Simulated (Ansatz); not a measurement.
Born–Oppenheimer molecular dynamics of a periodic cell of 27 atoms, Ba (surface Ba(100)). It starts from a relaxed structure.

All numbers below come from DFT PBE-D3(BJ), scalar-relativistic, plane waves, PAW (Ansatz). Settings: accuracy low, cutoff 420 eV, k mesh 1x1x1, fermi-dirac smearing 0.05 eV, no spin polarisation.

```yaml
ensemble: NVE (velocity Verlet)
time_step: 3 fs
steps_asked: 90
starting_velocities_drawn_for: 600 K
atoms_held: 1 to 9
seed: 429237
```

First frame:

```xyz
27
Lattice="15.0600 0.0000 0.0000 0.0000 15.0600 0.0000 0.0000 0.0000 17.0200" Properties=species:S:1:pos:R:3
Ba 0.000 0.000 1.000
Ba 5.020 0.000 1.000
Ba 10.040 0.000 1.000
Ba 0.000 5.020 1.000
Ba 5.020 5.020 1.000
Ba 10.040 5.020 1.000
Ba 0.000 10.040 1.000
Ba 5.020 10.040 1.000
Ba 10.040 10.040 1.000
Ba 2.510 2.510 3.510
Ba 7.530 2.510 3.510
Ba 12.550 2.510 3.510
Ba 2.510 7.530 3.510
Ba 7.530 7.530 3.510
Ba 12.550 7.530 3.510
Ba 2.510 12.550 3.510
Ba 7.530 12.550 3.510
Ba 12.550 12.550 3.510
Ba 0.000 0.000 6.020
Ba 5.020 0.000 6.020
Ba 10.040 0.000 6.020
Ba 0.000 5.020 6.020
Ba 5.020 5.020 6.020
Ba 10.040 5.020 6.020
Ba 0.000 10.040 6.020
Ba 5.020 10.040 6.020
Ba 10.040 10.040 6.020
```

(1) What does the run give?

(2) What happens to the structure?

(3) How do temperature and energy run in time?

## Answers

(1) All steps were run.

```yaml
steps_done: 90
time_covered: 270 fs
mean_temperature_over_the_second_half: 219 K
spread_of_the_potential_energy_over_the_second_half: 3.8 meV per atom
mean_potential_energy_of_the_second_half_above_the_start: 32.8 meV per atom
```

The conserved energy stayed within 0.0082 meV per atom of its start (net change 0.0036 meV per atom), so the integration is sound. A run of 0.27 ps of so small a system gives no equilibrium averages. Limits of this set-up: coarse k mesh, thin slab, slab without dipole correction, a typed lattice constant that wasn't relaxed here, low accuracy level.

(2) Mean squared displacements from the first frame to the last: Ba 0.15 Å². Another seed would give other details.

(3) 
```
time (fs)  T (K)  potential energy less start (eV)  conserved less start (meV/atom)
        0    600                             0.000                             0.00
       12    594                             0.014                             0.00
       24    575                             0.058                             0.00
       36    545                             0.129                             0.00
       48    505                             0.221                             0.00
       60    459                             0.329                             0.00
       72    409                             0.446                             0.00
       84    358                             0.563                             0.01
       96    310                             0.676                             0.01
      108    266                             0.777                             0.01
      120    230                             0.862                             0.01
      132    201                             0.928                             0.01
      144    182                             0.973                             0.01
      156    172                             0.996                             0.01
      168    171                             0.999                             0.01
      180    177                             0.984                             0.01
      192    189                             0.955                             0.01
      204    206                             0.916                             0.01
      216    226                             0.871                             0.01
      228    246                             0.824                             0.00
      240    265                             0.780                             0.00
      252    281                             0.743                             0.00
      264    293                             0.714                             0.00
```

Run time: 16 min on 4 threads of Intel(R) Xeon(R) Platinum 8259CL CPU @ 2.50GHz (Skylake/Cascade Lake) (shared host), peak memory 2.9 GiB.
